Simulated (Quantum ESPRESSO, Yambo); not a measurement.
# Excitons of CdS (Hawleyite): kernels and approximations, part 2 of 3

Aim: the absorption spectrum of CdS (Hawleyite) with electron-hole interaction, and what each part of the kernel does.

Quantum ESPRESSO 7.5 and Yambo 5.3.0; PBE and many-body steps on it, plane waves. Known limits of the many-body steps: not at the basis limit; no spin-orbit coupling; coarse k mesh; bindings not settled in the k mesh.

So far. Step 4 (Screening and self-energy, 4×4×4 mesh, 219 bands …): The gap on the mesh goes from 1.14 eV to 2.18 eV, a correction of +1.04 eV. Step 5 (Excitons): The lowest state lies at 1.946 eV, 0.236 eV under the direct gap.

### 6. Levels from G0W0

This step: Bethe-Salpeter equation on PBE with G0W0 levels, plane waves, norm-conserving pseudopotentials.

Contents of bse4.in:

```
optics
bss
bse
em1s
dipoles
rim_cut
RandQpts= 1000000
RandGvec= 1 RL
Chimod= "HARTREE"
BSKmod= "SEX"
BSEmod= "resonant"
BSSmod= "d"
BSENGexx= 30 Ry
BSENGBlk= 6 Ry
% BSEQptR
 1 | 1 |
%
% BSEBands
 11 | 18 |
%
% BEnRange
 0 | 6 | eV
%
% BDmRange
 0.1 | 0.1 | eV
%
BEnSteps= 121
% BLongDir
 1 | 0 | 0 |
%
% BndsRnXs
 1 | 109 |
%
NGsBlkXs= 6 Ry
% LongDrXs
 1 | 1 | 1 |
%
KfnQPdb= "E < ./gw1/ndb.QP"
WRbsWF
```

Command:

```sh
$ OMP_NUM_THREADS=1 mpirun -n 4 yambo -F bse4.in -J bse4,bse3_W -C bse4 > bse4.log
```

What it wrote:

```text
 Yambo, version 5.3.0

 [02] CORE Variables Setup
 =========================

  [... cell, symmetries and grids as in the set-up ...]

  [02.05] Energies & Occupations
  ==============================

  [X] === General ===
  [X] Electronic Temperature                        :  0.000000  0.000000 [eV K]
  [X] Bosonic    Temperature                        :  0.000000  0.000000 [eV K]
  [X] Finite Temperature mode                       : no
  [X] El. density                                   :  0.52403E+24 [cm-3]
  [X] Fermi Level                                   :  6.982057 [eV]

  [X] === Gaps and Widths ===
  [X] Conduction Band Min                           :  1.144724 [eV]
  [X] Valence Band Max                              :  0.000000 [eV]
  [X] Filled Bands                                  :  13
  [X] Empty Bands                                   :   14  219
  [X] Direct Gap                                    :  1.144724 [eV]
  [X] Direct Gap localized at k                     :  1
  [X] Indirect Gap                                  :  1.144724 [eV]
  [X] Indirect Gap between kpts                     :  1  1
  [X] Last valence band width                       :  2.183510 [eV]
  [X] 1st conduction band width                     :  4.279643 [eV]

 [03] Transferred momenta grid and indexing
 ==========================================

 IBZ Q-points                                      :   8
 BZ  Q-points                                      :   64

 K/Q-points units:
 rlu = crystal or reduced units; cc = cartesian coordinates; iku = interal k-units

 Q [1]          [rlu]:  0.000000  0.000000  0.000000
 Q [2]          [rlu]: -0.40681E-17 -0.40681E-17  0.25000
 Q [3]          [rlu]:  0.81362E-17  0.81362E-17 -0.50000
[...]
[K+QP] === Gaps and Widths ===
  [K+QP] Conduction Band Min                        :  2.181591 [eV]
  [K+QP] Valence Band Max                           : -0.156658E-4 [eV]
  [K+QP] Filled Bands                               :  13
  [K+QP] Empty Bands                                :   14  219
  [K+QP] Direct Gap                                 :  2.181607 [eV]
  [K+QP] Direct Gap localized at k                  :  1
  [K+QP] Indirect Gap                               :  2.181607 [eV]
  [K+QP] Indirect Gap between kpts                  :  1  1
  [K+QP] Last valence band width                    :  2.345896 [eV]
  [K+QP] 1st conduction band width                  :  4.682498 [eV]

  [coarse-grid] Minimum Bare Gap        [ev]:  1.144724
  [coarse-grid] Minimum Gap Correction  [ev]:  1.036883

  Eqp @ K [1]
  -101.3576  -62.4217  -62.4217  -62.4217  -12.3644   -7.7227   -7.7227   -7.7227
   -7.24376     -7.24376    -0.187399E-4   0.00000    -0.156658E-4   2.18159      7.82724      7.82740
    7.82725  12.82093  12.82093  12.88998  14.74172  14.74172  14.74172  17.01997
[...]
Eqp @ K [2]
[...]
Eqp @ K [3]
[...]
Eqp @ K [4]
[...]
Eqp @ K [5]
[...]
[... 2 further k-points ...]
  Eqp @ K [8]
[...]
9.02806  12.34614  14.34108  14.35630  14.54807  16.98492  19.02617  20.51819
   20.55407  21.14853  22.16935  22.18249  24.47001  26.69568  26.73091  28.26208

 [06] Dipoles
 ============

  [06.01] Setup: observables and procedures
  =========================================

  [WARNING] [r,Vnl^pseudo] included in position and velocity dipoles.

  [WARNING] In case H contains other non local terms, these are neglected

 [07] Static Dielectric Matrix
 =============================

    [08.01.05.02] Main kernel loop
    ==============================

    [08.01.05.03] Wave-Function Phases
    ==================================

    [BSE] WF phases found       :  51.36719 [o/o]

   [08.01.06] BSE solver(s) @q1
   ============================

   [08.01.07] Diago Solver @q1
   ===========================

 [11] Game Over & Game summary
```

Run time: 8.4 s. Hardware: 4 MPI ranks of Arm Neoverse V1, shared host; peak memory 1.2 GiB; 33 s of CPU time.

This step gave:

```yaml
transitions_in_the_window: 960
direct_gap_of_the_transition_levels: 2.182 eV
lowest_state: 1.947 eV
first_strong_exciton_over_a_fiftieth_of_the_strongest_listed: 1.947 eV
binding_of_the_lowest_state_below_the_direct_gap: 0.2350 eV
coulomb_term_of_one_mesh_cell: 0.2694 eV
```

The binding is 0.87 times the screened Coulomb term of one mesh cell (0.27 eV), so it is not shown settled.

The lowest state lies at 1.947 eV, 0.235 eV under the direct gap.

The program warns that the window of bands cuts a degenerate level, which breaks the symmetry of states and spectrum.

### 7. Triplet (no exchange term)

This step: Bethe-Salpeter equation on PBE with a scissors shift, plane waves, norm-conserving pseudopotentials.

bse5.in, as its differences from bse4.in of step 6:

```diff
@@ -12,3 +12,3 @@
 BSSmod= "d"
-BSENGexx= 30 Ry
+BSENGexx= 1 RL
 BSENGBlk= 6 Ry
@@ -37,3 +37,5 @@
 %
-KfnQPdb= "E < ./gw1/ndb.QP"
+% KfnQP_E
+ 1.037 | 1.0 | 1.0 |
+%
 WRbsWF
```

Command:

```sh
$ OMP_NUM_THREADS=1 mpirun -n 4 yambo -F bse5.in -J bse5,bse3_W -C bse5 > bse5.log
```

What it wrote:

```text
 Yambo, version 5.3.0

 [02] CORE Variables Setup
 =========================

  [... cell, symmetries and grids as in the set-up ...]

  [02.05] Energies & Occupations
  ==============================

  [X] === General ===
  [X] Electronic Temperature                        :  0.000000  0.000000 [eV K]
  [X] Bosonic    Temperature                        :  0.000000  0.000000 [eV K]
  [X] Finite Temperature mode                       : no
  [X] El. density                                   :  0.52403E+24 [cm-3]
  [X] Fermi Level                                   :  6.982057 [eV]

  [X] === Gaps and Widths ===
  [X] Conduction Band Min                           :  1.144724 [eV]
  [X] Valence Band Max                              :  0.000000 [eV]
  [X] Filled Bands                                  :  13
  [X] Empty Bands                                   :   14  219
  [X] Direct Gap                                    :  1.144724 [eV]
  [X] Direct Gap localized at k                     :  1
  [X] Indirect Gap                                  :  1.144724 [eV]
  [X] Indirect Gap between kpts                     :  1  1
  [X] Last valence band width                       :  2.183510 [eV]
  [X] 1st conduction band width                     :  4.279643 [eV]

 [03] Transferred momenta grid and indexing
 ==========================================

 IBZ Q-points                                      :   8
 BZ  Q-points                                      :   64

 K/Q-points units:
 rlu = crystal or reduced units; cc = cartesian coordinates; iku = interal k-units

 Q [1]          [rlu]:  0.000000  0.000000  0.000000
 Q [2]          [rlu]: -0.40681E-17 -0.40681E-17  0.25000
 Q [3]          [rlu]:  0.81362E-17  0.81362E-17 -0.50000
[...]
[K+QP] === Gaps and Widths ===
  [K+QP] Conduction Band Min                        :  2.181724 [eV]
  [K+QP] Valence Band Max                           :  0.000000 [eV]
  [K+QP] Filled Bands                               :  13
  [K+QP] Empty Bands                                :   14  219
  [K+QP] Direct Gap                                 :  2.181724 [eV]
  [K+QP] Direct Gap localized at k                  :  1
  [K+QP] Indirect Gap                               :  2.181724 [eV]
  [K+QP] Indirect Gap between kpts                  :  1  1
  [K+QP] Last valence band width                    :  2.183510 [eV]
  [K+QP] 1st conduction band width                  :  4.279643 [eV]

  [coarse-grid] Minimum Bare Gap        [ev]:  1.144724
  [coarse-grid] Minimum Gap Correction  [ev]:  1.037000

  Eqp @ K [1]
  -101.3576  -62.4216  -62.4216  -62.4216  -12.3643   -7.7227   -7.7227   -7.7227
   -7.2437      -7.2437     -0.72195E-09 -0.23166E-09   0.0000       2.1817       7.5682       7.5682
    7.56819  12.41846  12.41846  12.48752  14.33925  14.33925  14.33925  16.61751
[...]
Eqp @ K [2]
[...]
Eqp @ K [3]
[...]
Eqp @ K [4]
[...]
Eqp @ K [5]
[...]
[... 2 further k-points ...]
  Eqp @ K [8]
[...]
9.07546  12.13315  14.12809  14.14331  14.33508  16.77193  18.81318  20.30520
   20.34108  20.93555  21.95636  21.96950  24.25702  26.48269  26.51792  28.04909

 [06] Dipoles
 ============

  [06.01] Setup: observables and procedures
  =========================================

  [WARNING] [r,Vnl^pseudo] included in position and velocity dipoles.

  [WARNING] In case H contains other non local terms, these are neglected

 [07] Static Dielectric Matrix
 =============================

    [08.01.05.02] Main kernel loop
    ==============================

    [08.01.05.03] Wave-Function Phases
    ==================================

    [BSE] WF phases found       :  51.36719 [o/o]

   [08.01.06] BSE solver(s) @q1
   ============================

   [08.01.07] Diago Solver @q1
   ===========================

 [11] Game Over & Game summary
```

Wall time 7.8 s (4 MPI ranks); peak memory 1.2 GiB.

The lowest triplet lies at 1.925 eV; without spin-orbit coupling triplets are dark, so no spectrum is read.

The program warns that the window of bands cuts a degenerate level, which breaks the symmetry of states and spectrum.

### 8. Beyond Tamm-Dancoff

bse6.in, as its differences from bse5.in of step 7:

```diff
@@ -10,5 +10,5 @@
 BSKmod= "SEX"
-BSEmod= "resonant"
+BSEmod= "coupling"
 BSSmod= "d"
-BSENGexx= 1 RL
+BSENGexx= 30 Ry
 BSENGBlk= 6 Ry
```

Command:

```sh
$ OMP_NUM_THREADS=1 mpirun -n 4 yambo -F bse6.in -J bse6,bse3_W -C bse6 > bse6.log
```

What it wrote:

```text
 Yambo, version 5.3.0

 [02] CORE Variables Setup
 =========================

  [... cell, symmetries and grids as in the set-up ...]

  [02.05] Energies & Occupations
  ==============================

  [X] === General ===
  [X] Electronic Temperature                        :  0.000000  0.000000 [eV K]
  [X] Bosonic    Temperature                        :  0.000000  0.000000 [eV K]
  [X] Finite Temperature mode                       : no
  [X] El. density                                   :  0.52403E+24 [cm-3]
[...]
=========================================

  [WARNING] [r,Vnl^pseudo] included in position and velocity dipoles.

  [WARNING] In case H contains other non local terms, these are neglected

 [07] Static Dielectric Matrix
 =============================

    [08.01.05.02] Main kernel loop
    ==============================

    [08.01.05.03] Wave-Function Phases
    ==================================

    [BSE] WF phases found       :  51.36719 [o/o]

   [08.01.06] BSE solver(s) @q1
   ============================

   [08.01.07] Diago Solver @q1
   ===========================

   [WARNING] Parallel non-herm diag not yet implemented. Switching to LK

 [11] Game Over & Game summary
```

Wall time 46 s (4 MPI ranks); peak memory 2 GiB; 3.1 min of CPU time.

Numbers from this step:

- transitions in the window: 960
- direct gap of the transition levels: 2.182 eV
- lowest state: 1.945 eV
- first strong exciton (over a fiftieth of the strongest listed): 1.945 eV
- binding of the lowest state below the direct gap: 0.2371 eV
- Coulomb term of one mesh cell: 0.2694 eV

The binding is 0.88 times the screened Coulomb term of one mesh cell (0.27 eV), so it is not shown settled.

The lowest state lies at 1.945 eV, 0.237 eV under the direct gap.

The program warns that the window of bands cuts a degenerate level, which breaks the symmetry of states and spectrum.

### 9. Finite momentum (q 2)

Contents of bse7.in:

```
optics
bss
bse
em1s
dipoles
rim_cut
RandQpts= 1000000
RandGvec= 1 RL
Chimod= "HARTREE"
BSKmod= "SEX"
BSEmod= "resonant"
BSSmod= "d"
BSENGexx= 30 Ry
BSENGBlk= 6 Ry
% BSEQptR
 2 | 2 |
%
% BSEBands
 11 | 18 |
%
% BEnRange
 0 | 5 | eV
%
% BDmRange
 0.1 | 0.1 | eV
%
BEnSteps= 101
% BLongDir
 1 | 0 | 0 |
%
% BndsRnXs
 1 | 109 |
%
NGsBlkXs= 6 Ry
% LongDrXs
 1 | 1 | 1 |
%
% KfnQP_E
 1.037 | 1.0 | 1.0 |
%
WRbsWF
```

Command:

```sh
$ OMP_NUM_THREADS=1 mpirun -n 4 yambo -F bse7.in -J bse7,bse3_W -C bse7 > bse7.log
```

What it wrote:

```text
 Yambo, version 5.3.0

 [02] CORE Variables Setup
 =========================

  [... cell, symmetries and grids as in the set-up ...]

  [02.05] Energies & Occupations
  ==============================

  [X] === General ===
  [X] Electronic Temperature                        :  0.000000  0.000000 [eV K]
  [X] Bosonic    Temperature                        :  0.000000  0.000000 [eV K]
  [X] Finite Temperature mode                       : no
  [X] El. density                                   :  0.52403E+24 [cm-3]
[...]
[06] Dipoles
 ============

  [06.01] Setup: observables and procedures
  =========================================

  [WARNING] [r,Vnl^pseudo] included in position and velocity dipoles.

  [WARNING] In case H contains other non local terms, these are neglected

 [07] Static Dielectric Matrix
 =============================

    [08.01.05.02] Main kernel loop
    ==============================

    [08.01.05.03] Wave-Function Phases
    ==================================

    [BSE] WF phases found       :  51.36719 [o/o]

   [08.01.06] BSE solver(s) @q2
   ============================

   [08.01.07] Diago Solver @q2
   ===========================

 [11] Game Over & Game summary
```

Wall time 9.5 s (4 MPI ranks); peak memory 1.2 GiB.

This step gave:

| Item | Value |
| --- | --- |
| transitions in the window | 960 |
| lowest state | 2.342 eV |
| first strong exciton (over a fiftieth of the strongest listed) | 3.606 eV |

The lowest state lies at 2.342 eV.

Longitudinal response along q; broadening 0.1 eV; transition window only; momentum transfer q number 2. Limits: finite bands, cutoff and mesh; no spin-orbit coupling; coarse k mesh; exciton not shown settled in the k mesh. The ε₂ by photon energy; read off at these points:

```
photon energy (eV)     BSE  no electron-hole interaction
              0.00  0.0207                        0.0166
              0.20  0.0221                        0.0176
              0.40  0.0237                        0.0187
              0.60  0.0255                        0.0199
              0.80  0.0275                        0.0212
              1.00  0.0299                        0.0227
              1.20  0.0325                        0.0243
              1.40  0.0357                        0.0262
              1.60  0.0393                        0.0283
              1.80  0.0437                        0.0307
              2.00  0.0490                        0.0336
              2.20  0.0555                        0.0369
              2.40  0.0639                        0.0408
              2.60  0.0750                        0.0457
              2.80  0.0908                        0.0518
              3.00   0.116                        0.0600
              3.20   0.164                        0.0719
              3.40   0.316                        0.0930
              3.60     1.1                         0.152
              3.80   0.473                         0.473
              4.00   0.554                         0.227
              4.20    1.35                         0.228
              4.40    6.01                         0.383
              4.60    3.98                          1.24
              4.80    2.95                          2.57
              4.85    2.83                          2.76
              5.00    1.35                          2.69
```

The program warns that the window of bands cuts a degenerate level, which breaks the symmetry of states and spectrum.

### 10. Finite momentum (q 3)

bse8.in, as its differences from bse7.in of step 9:

```diff
@@ -15,3 +15,3 @@
 % BSEQptR
- 2 | 2 |
+ 3 | 3 |
 %
```

Command:

```sh
$ OMP_NUM_THREADS=1 mpirun -n 4 yambo -F bse8.in -J bse8,bse3_W -C bse8 > bse8.log
```

What it wrote:

```text
 Yambo, version 5.3.0

 [02] CORE Variables Setup
 =========================

  [... cell, symmetries and grids as in the set-up ...]

  [02.05] Energies & Occupations
  ==============================

  [X] === General ===
  [X] Electronic Temperature                        :  0.000000  0.000000 [eV K]
  [X] Bosonic    Temperature                        :  0.000000  0.000000 [eV K]
  [X] Finite Temperature mode                       : no
  [X] El. density                                   :  0.52403E+24 [cm-3]
[...]
[06] Dipoles
 ============

  [06.01] Setup: observables and procedures
  =========================================

  [WARNING] [r,Vnl^pseudo] included in position and velocity dipoles.

  [WARNING] In case H contains other non local terms, these are neglected

 [07] Static Dielectric Matrix
 =============================

    [08.01.05.02] Main kernel loop
    ==============================

    [08.01.05.03] Wave-Function Phases
    ==================================

    [BSE] WF phases found       :  51.36719 [o/o]

   [08.01.06] BSE solver(s) @q3
   ============================

   [08.01.07] Diago Solver @q3
   ===========================

 [11] Game Over & Game summary
```

Run time: 9.1 s. Hardware: 4 MPI ranks; peak memory 1.2 GiB.

This step gave:

```
transitions in the window                                      : 960
lowest state                                                   : 2.697 eV
first strong exciton (over a fiftieth of the strongest listed) : 3.835 eV
```

The lowest state lies at 2.697 eV.

The ε₂ has structure finer than the step of the table below, so its rows give means over 0.2 eV, whole bins alone (the curve runs from 0 to 5 eV). Peaks (eV: height): BSE 3.85: 0.0802; no electron-hole interaction 4.05: 0.107.

Longitudinal response along q; broadening 0.1 eV; transition window only; momentum transfer q number 3. Limits: finite bands, cutoff and mesh; no spin-orbit coupling; coarse k mesh; exciton not shown settled in the k mesh. ε₂ against photon energy; means over each step:

```
photon energy (eV)      BSE  no electron-hole interaction
               0.2  0.00683                       0.00649
               0.4  0.00719                       0.00681
               0.6  0.00757                       0.00715
               0.8  0.00799                       0.00753
               1.0  0.00845                       0.00793
               1.2  0.00895                       0.00837
               1.4  0.00951                       0.00886
               1.6   0.0101                       0.00939
               1.8   0.0108                       0.00998
               2.0   0.0116                        0.0106
               2.2   0.0124                        0.0114
               2.4   0.0134                        0.0122
               2.6   0.0146                        0.0131
               2.8   0.0159                        0.0142
               3.0   0.0176                        0.0155
               3.2   0.0198                        0.0172
               3.4   0.0233                        0.0195
               3.6   0.0324                        0.0233
               3.8   0.0665                        0.0341
               4.0   0.0469                        0.0823
               4.2   0.0379                        0.0574
               4.4   0.0418                        0.0374
               4.6   0.0505                        0.0386
               4.8   0.0672                        0.0448
```

The program warns that the window of bands cuts a degenerate level, which breaks the symmetry of states and spectrum.

(Part 2 of 3 ends here.)

[Paths, hosts, dates, memory and timing lines, banners, echoed tables and standing remarks are left out of the program output.]

[Logs are printed without paths, hosts, clocks, repeated set-up lines and the standing remarks that a program may print on its own settings, such as how far it seeks lower states.]

[Runs of the session that timed out or met a known fault of the program may be left out.]

[Hosts, paths, dates, database ids (printed as entryN), source tags and the programs' standing remarks are cut or masked in the printed files.]
